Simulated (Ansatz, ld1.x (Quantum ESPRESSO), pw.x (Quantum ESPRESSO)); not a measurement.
tantalum: does the ultrasoft potential hold in the solid?

ld1.x (Quantum ESPRESSO) 7.5 input, shortened:

```
&input
   title='Ta', zed=73., rel=1, dft='PBE', iswitch=3,
   config='[Xe] 4f14 5d4 6s1 6p0'
 /
 &inputp
   pseudotype=3, tm=.true., lloc=-2, rcloc=2.74,
   nlcc=.true., new_core_ps=.true., rcore=1.65,
   which_augfun='PSQ', rmatch_augfun_nc=.true.
 /
6
6S  1  0   1.00   0.00  3.32  4.04  0.0
6S  1  0   0.00   0.15  3.32  4.04  0.0
5P  2  1   6.00   0.00  2.60  3.58  0.0
6P  3  1   0.00   0.00  2.60  3.58  0.0
5D  3  2   4.00   0.00  3.06  3.52  0.0
5D  3  2   0.00   1.25  3.06  3.52  0.0
 &test
   configts(1)='5p6 5d4 6s1 6p0'
 /
```

Atomic tests: cutoffs needed: 8 Ry and 10 Ry (the cutoffs (Ry, on a coarse ladder) from which the occupation-weighted sum of valence levels, in a spherical-Bessel basis at the reference potential, stays within 10 and 1 mRy of its value at 400 Ry); ghost test: no extra level below or beside the all-electron valence levels (s, p, d, f tested) (spherical-Bessel basis up to 400 Ry, 20 bohr box); configuration tests: test run stopped at test 2 of 7 (negative rho), 1 before it not solved.

Crystal test: sc Ta in pw.x 7.5, no spin, 12³ k-points, Fermi–Dirac smearing 0.01 Ry, cutoffs 40/320 Ry. The lattice is a test structure that the element need not adopt, and mesh and smearing are coarse.

pw.x input:

```
&control
  calculation='scf', prefix='x', pseudo_dir='./', outdir='./tmp', tstress=.true., disk_io='none'
/
&system
  ibrav=0, nat=1, ntyp=1, ecutwfc=40, ecutrho=320, nbnd=13,
  occupations='smearing', smearing='fd', degauss=0.01
/
&electrons
  conv_thr=1e-09, mixing_beta=0.4, electron_maxstep=70
/
ATOMIC_SPECIES
Ta 1.0 Ta.UPF
CELL_PARAMETERS angstrom
  2.73132247 0.00000000 0.00000000
  0.00000000 2.73132247 0.00000000
  0.00000000 0.00000000 2.73132247
ATOMIC_POSITIONS crystal
Ta 0.0000 0.0000 0.0000
K_POINTS automatic
12 12 12 0 0 0
```

```bash
pw.x < Ta.scf.in > Ta.scf.out
```

How does the run end?

It converges; the pressure is 11.08 GPa against 1.79 GPa from all-electron LAPW. The largest radius (4.04 bohr) exceeds half the bond length (2.58 bohr), so the spheres overlap, which is one possible source of error among others. This is a poor potential for the solid. Atomic configuration tests: test run stopped at test 2 of 7 (negative rho), 1 before it not solved. The log shows:

```
     number of k points=    84  Fermi-Dirac smearing, width (Ry)=  0.0100
     iteration #  1     ecut=    40.00 Ry     beta= 0.40
     total energy              =     -88.01144669 Ry
     estimated scf accuracy    <       0.05915821 Ry
     iteration #  2     ecut=    40.00 Ry     beta= 0.40
     total energy              =     -88.01251339 Ry
     estimated scf accuracy    <       0.00879419 Ry
     iteration #  3     ecut=    40.00 Ry     beta= 0.40
     total energy              =     -88.01400803 Ry
     estimated scf accuracy    <       0.00056398 Ry
     iteration #  4     ecut=    40.00 Ry     beta= 0.40
     total energy              =     -88.01405689 Ry
     estimated scf accuracy    <       0.00000673 Ry
     iteration #  5     ecut=    40.00 Ry     beta= 0.40
     total energy              =     -88.01406506 Ry
     estimated scf accuracy    <       0.00000125 Ry
     iteration #  6     ecut=    40.00 Ry     beta= 0.40
     total energy              =     -88.01406503 Ry
     estimated scf accuracy    <       0.00000023 Ry
     iteration #  7     ecut=    40.00 Ry     beta= 0.40
     total energy              =     -88.01406507 Ry
     estimated scf accuracy    <          2.0E-09 Ry
     iteration #  8     ecut=    40.00 Ry     beta= 0.40
     total energy              =     -88.01406507 Ry
     estimated scf accuracy    <          3.4E-09 Ry
     iteration #  9     ecut=    40.00 Ry     beta= 0.40
     the Fermi energy is    14.5832 ev
!    total energy              =     -88.01406507 Ry
     estimated scf accuracy    <          1.8E-11 Ry
     smearing contrib. (-TS)   =      -0.00396267 Ry
     The total energy is F=E-TS. E is the sum of the following terms:
     one-electron contribution =     -10.40942079 Ry
     hartree contribution      =      11.24594616 Ry
     xc contribution           =     -22.33181117 Ry
     ewald contribution        =     -66.51481660 Ry
     convergence has been achieved in   9 iterations
          total   stress  (Ry/bohr**3)                   (kbar)     P=      110.81
     Message from routine punch:
     Nothing written, as per user request (disk_io='none')
```
